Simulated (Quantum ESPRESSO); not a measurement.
## TaS2 in Quantum ESPRESSO: the effect of functional

Crystal: TaS2.

```xyz
3
Lattice="3.3500 0.0000 0.0000 -1.6750 2.9012 0.0000 0.0000 0.0000 5.8600" Properties=species:S:1:pos:R:3 pbc="T T T"
Ta    0.0000    0.0000    0.0000
S     0.0000    1.9341    1.4650
S     1.6750    0.9671    4.3950
```

Alike in all runs:

* Program: Quantum ESPRESSO 7.5
* Task: single point
* Potentials or basis: PseudoDojo 0.4.1 SR LDA stringent
* Cutoff: 1796 eV
* Density cutoff: 7184 eV
* k mesh: 7 × 7 × 3
* Occupations: gaussian, width 0.05 eV
* Spin: collinear spin, ferromagnetic start
* Starting moments: [1.0, 0.0, 0.0] μB
* Hubbard terms: Ta d U = 6 eV

```tsv
functional	gap on the mesh (eV)	pressure (GPa)	largest force (eV/Å)
LDA	0.47	10.1	0.90
PBEsol	0.59	13.2	1.07
revPBE	?	?	?
RPBE	0.85	21.2	1.35
```

Task: What does the run with functional revPBE give?

Result: gap on the mesh 0.83 eV; pressure 20.4 GPa; largest force 1.33 eV/Å.

Caveats: spin-orbit coupling is left out, which moves the levels of the heavy elements; an odd mesh through Γ misses points on the zone boundary, where band edges often lie; the potentials were made for another functional, which shifts forces and pressure (some runs); this functional lacks dispersion, which binds the layers, so the pressure and a relaxed spacing across them are unreliable (some runs).

Runs at the PBE level aren't shown here.
